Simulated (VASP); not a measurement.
# ZnSe in VASP 6.6.1, single-point calculation

INCAR

```
SIGMA = 0.02
NBANDS = 16
PREC = Accurate
LCHARG = .FALSE.
ENCUT = 520
LASPH = .TRUE.
NELM = 86
NSW = 0
ISMEAR = -1
EDIFF = 1E-7
IBRION = -1
ISIF = 2
LREAL = .FALSE.
IVDW = 20
GGA = PE
LWAVE = .FALSE.
```

KPOINTS

```
KPOINTS created by Atomic Simulation Environment
0
Monkhorst-Pack
8 8 8
0 0 0
```

POSCAR

```
Zn Se
 1.0000000000000000
     0.0000000000000000    2.8324206844000002    2.7191238570000000
     2.8324206844000002    0.0000000000000000    2.7191238570000000
     2.8324206844000002    2.8324206844000002    0.0000000000000000
 Zn  Se
   1   1
Cartesian
  0.0000000000000000  0.0000000000000000  0.0000000000000000
  1.4162103421999999  1.4162103421999999  1.3595619284999998
```

The recommended PBE PAW datasets give the neutral cell 18 valence electrons.

Command

```
mpirun -np 1 vasp_std
```

How does this run end, and what does it give?

It converged. Results: gap between bands v and c on the k mesh 1.84 eV; least direct gap on the k mesh 1.84 eV; pressure 4.4 GPa. Band v is the last that the valence electrons fill when counted band by band, and c is the next.

OSZICAR

```
N       E                     dE             d eps       ncg     rms          rms(c)
DAV:   1     0.886086376947E+02    0.88609E+02   -0.88617E+03  4608   0.130E+03
DAV:   2    -0.776735096592E+00   -0.89385E+02   -0.83839E+02  5264   0.257E+02
DAV:   3    -0.621794125986E+01   -0.54412E+01   -0.54214E+01  5600   0.620E+01
DAV:   4    -0.626013051652E+01   -0.42189E-01   -0.42185E-01  5672   0.582E+00
DAV:   5    -0.626032412090E+01   -0.19360E-03   -0.19360E-03  5784   0.358E-01    0.514E+00
DAV:   6    -0.599131833810E+01    0.26901E+00   -0.53312E-01  6768   0.247E+01    0.389E+00
DAV:   7    -0.597121197651E+01    0.20106E-01   -0.16290E-01  5424   0.366E+00    0.164E+00
DAV:   8    -0.597090688796E+01    0.30509E-03   -0.46165E-03  6480   0.753E-01    0.470E-01
DAV:   9    -0.597109335916E+01   -0.18647E-03   -0.11411E-03  5472   0.259E-01    0.649E-02
DAV:  10    -0.597120457861E+01   -0.11122E-03   -0.23532E-04  5992   0.115E-01    0.264E-02
DAV:  11    -0.597118959479E+01    0.14984E-04   -0.45887E-05  5328   0.597E-02    0.548E-03
DAV:  12    -0.597119045746E+01   -0.86267E-06   -0.61546E-06  6072   0.149E-02    0.247E-03
DAV:  13    -0.597119082389E+01   -0.36643E-06   -0.42064E-07  5640   0.446E-03    0.138E-03
DAV:  14    -0.597119076622E+01    0.57667E-07   -0.22865E-08  5072   0.206E-03
   1 F= -.64959404E+01 E0= -.64959404E+01  d E =-.708265E-12
```

The shifted mesh misses Γ, so a band edge there is missed.

For comparison, a separate PBE run of the intended cell, on usual settings and not on those above, gives a gap of 1.36 eV on its mesh and a pressure of 5.4 GPa.
